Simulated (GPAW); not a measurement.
The system is Pd.

```
CELL_PARAMETERS angstrom
2.78367 0.00000 0.00000
-1.39183 2.41072 0.00000
0.00000 0.00000 4.62889
ATOMIC_POSITIONS crystal
Pd 0.33333 0.66667 0.25000
Pd 0.66667 0.33333 0.75000
```

This isn't the form of Pd at room conditions, which is fcc.

- Program: GPAW 26.7.0
- Task: single point
- Functional: PBE
- Potentials or basis: GPAW PAW data sets (gpaw-data 1.2.1)
- Cutoff: 600 eV
- Basis: pw
- k mesh: 11 × 11 × 6
- Occupations: fermi-dirac, width 0.05 eV
- Spin: no spin polarisation

On this cell: pressure -1.4 GPa; largest force under 0.003 eV/Å; band gap on the k mesh none (metal or under the smearing width).

The same run follows on a disturbed copy (atoms moved at random, drawn with an rms of 0.05 Å):

```
Pd
1.0
     2.78367    0.00000    0.00000
    -1.39183    2.41072    0.00000
     0.00000    0.00000    4.62889
Pd
2
Direct
  0.32850 0.69168 0.24099
  0.66929 0.34399 0.75873
```

Task: What does the disturbed cell give?

Result: The energy (extrapolated to zero smearing) moves by +14.3 meV/atom; pressure -0.7 GPa; largest force 0.671 eV/Å; band gap on the k mesh none (metal or under the smearing width).

Forces on the atoms (eV/Å):
```
Pd   0.031 -0.032  0.669
Pd  -0.031  0.032 -0.669
```

Stress tensor (GPa, compression positive):
```
-1.31  0.43  0.16
 0.43 -0.56 -0.15
 0.16 -0.15 -0.20
```
